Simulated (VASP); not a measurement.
Wanted: the native input for a VASP 6.6.1 run.

| Property | Result |
| --- | --- |
| Task | single point |
| Functional | PBE |
| Potentials or basis | VASP PAW PBE potentials, release 64 (Cd, S) |
| Cutoff | 520 eV |
| k mesh | 10 × 10 × 10 |
| Occupations | gaussian, width 0.03 eV |
| Spin | no spin polarisation |
| Dipole correction | no |
| Further INCAR settings | ALGO = Normal; EDIFF = 1e-06; NBANDS = 16 |

The structure of CdS lies in POSCAR:

```
CdS
1.0
    0.0000000000      2.8909062000      2.8909062000
    2.8909062000      0.0000000000      2.8909062000
    2.8909062000      2.8909062000      0.0000000000
Cd S
1 1
Direct
    0.0000000000      0.0000000000      0.0000000000
    0.5000000000      0.5000000000      0.5000000000
```

Measurements of this composition are mostly on another form, of space group No. 186.

The cell isn't the ideal one: strain +0.050 along x and y, +0.050 along z, atoms carried along.

These files were run (other wordings do the same):

INCAR

```
SYSTEM = CdS
ALGO = Normal ; EDIFF = 1E-6
ENCUT = 520 ; GGA = PE
ISIF = 2 ; ISMEAR = 0
LASPH = .True. ; LCHARG = .False.
LREAL = .False. ; LWAVE = .False.
NBANDS = 16 ; NELM = 60
PREC = Accurate ; SIGMA = 0.03
```

KPOINTS

```
k-points
0
Gamma
  10 10 10
  0 0 0
```

Potentials or basis: VASP PAW PBE potentials, release 64 (Cd, S).

The run is started by

```sh
$ cat potpaw_PBE.64/Cd/POTCAR potpaw_PBE.64/S/POTCAR > POTCAR
$ mpirun -np 1 vasp_std > vasp.out
```

Results of the run:

```yaml
Pressure: -7.5 GPa
Band_gap_on_the_k_mesh: 0.18 eV, indirect (least direct gap 0.70 eV)
```

Wall time 30 s on 1 thread of Intel(R) Xeon(R) Platinum 8259CL CPU @ 2.50GHz (Skylake/Cascade Lake) (shared host), peak memory 0.18 GiB.
